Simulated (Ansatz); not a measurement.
Runs of Ansatz 0.2.0 on Sb. The typed cell holds 1 atom: a = 3.459 Å, b = 3.554 Å, c = 3.342 Å, α = 58.62°, β = 55.56°, γ = 54.87°. This isn't the form of Sb at room conditions, which is rhombohedral.

| level | cutoff (eV) | gap on the mesh (eV) | pressure (GPa) |
| --- | --- | --- | --- |
| HSE06 | 420 | none | (a) |
| r2SCAN | 500 | none | 2.2 |
| r2SCAN0 | 500 | none | 0.5 |
| PBE0 | 420 | none | (b) |
| LDA | 420 | none | -1.5 |
| PBEsol | 420 | none | -0.3 |

Alike in all rows: task projected density of states; potentials or basis Ansatz PAW; no spin polarisation; cell sheared at random, sigma 0.03, atoms nudged by 0.01 Å; k mesh 6 × 6 × 6; smearing fermi-dirac 0.05 eV; the mesh is coarse, so values aren't converged.

**Question.** Fill in the values left out.

**Answer.** (a) 0.7; (b) 0.6.

Caveats: all runs use coarse meshes; the PAW data sets come from PBE, with cores solved anew for the run's functional, which leaves a small shift of forces and pressure; the density of states is complete only up to the lowest level of the last band computed; the thresholds are loose for stress (some runs).

A k mesh can miss the band edges, and the runs leave out spin-orbit coupling on Sb.

A gap of «none» marks a metal or a gap under the smearing width.
